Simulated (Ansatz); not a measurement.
**SiNi: experiment and calculation**

**Experimental background.**

“The equation of state of the Pmmn phase of NiSi”, 2015, pmc:4665664 quotes, for a powder of SiNi at 300 K: bulk modulus 161 ± 3 GPa.

How close the calculation comes is told below.

Theory: DFT PBEsol, scalar-relativistic, plane waves, PAW (Ansatz).

Cutoff 420 eV; k points 8×8×8 on the computed 8-atom cell (Γ-centred); Gaussian smearing, width 0.10 eV; no spin polarisation.

Relaxed structure, symmetry kept:

```yaml
crystal:
  lattice:
    - [4.46798, 0.00000, 0.00000]
    - [0.00000, 4.46798, 0.00000]
    - [0.00000, 0.00000, 4.46798]
  atoms:
    - { symbol: Si, position: [0.84646, 0.84646, 0.84646] }
    - { symbol: Si, position: [0.65354, 0.15354, 0.34646] }
    - { symbol: Si, position: [0.34646, 0.65354, 0.15354] }
    - { symbol: Si, position: [0.15354, 0.34646, 0.65354] }
    - { symbol: Ni, position: [0.14899, 0.14899, 0.14899] }
    - { symbol: Ni, position: [0.35101, 0.85101, 0.64899] }
    - { symbol: Ni, position: [0.64899, 0.35101, 0.85101] }
    - { symbol: Ni, position: [0.85101, 0.64899, 0.35101] }
```

| Quantity | Value |
| --- | --- |
| Space group | P2_13 (No. 198) |
| Volume per atom | 11.15 Å³ |
| Formation energy from the elements' standard states (uncorrected) | -0.501 eV/atom |
| Kohn–Sham band gap | none (metal) |
| Density of states at the Fermi level | 2.11 states/eV per cell |
| Löwdin character within 0.5 eV of the Fermi level | Ni 3d 49 %, Si 3p 26 %, Si 3s 18 % |
| Bulk modulus | 201 GPa |
| Its pressure derivative | 4.8 |
| Bader charges (e) | Si (4 in the cell) 0.39, Ni (4 in the cell) -0.39 |

A ferromagnetic start lost its moments in a first run, so spin was left out; other magnetic orders weren't tried.

Against the measured bulk modulus of SiNi, 161 GPa (300 K; powder; quoted in the paper above), the calculated 201 GPa is off by +24.6 %. The calculation is for 0 K without zero-point motion.

This form isn't the usual stable structure of the compound.